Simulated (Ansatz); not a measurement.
TiO2 built on the fluorite prototype (r2SCAN geometry), in Ansatz:

```
Ti O
1.0
     0.00000    2.39683    2.39683
     2.39683    0.00000    2.39683
     2.39683    2.39683    0.00000
Ti O
1 2
Direct
  0.00000 0.00000 0.00000
  0.25000 0.25000 0.25000
  0.75000 0.75000 0.75000
```

G0W0@PBE with 103 empty bands, a screening cutoff of 140 eV and a 4×4×4 mesh (PAW, contour deformation) gives 2.248 eV over the mesh points, from a PBE gap of 1.141 eV; it sums over 115 bands with 113 plane waves in the screening and a wave cutoff of 420 eV. G0W0 here is at a finite number of bands, screening cutoff and k mesh, not at the basis limit. No spin polarisation and no zero-point or thermal motion; the cell was built from a prototype and may be hypothetical.

Question: Estimate the gap with empty bands 190, screening cutoff 210 eV.

Answer: 2.330 eV (+0.082 eV), from a Kohn-Sham gap of 1.141 eV.

Question: Estimate the gap with starting point r2SCAN.

Answer: 2.161 eV (-0.087 eV), from a Kohn-Sham gap of 1.504 eV.

Question: Estimate the gap with potentials of the kind norm-conserving.

Answer: 2.274 eV (+0.026 eV), from a Kohn-Sham gap of 1.145 eV.
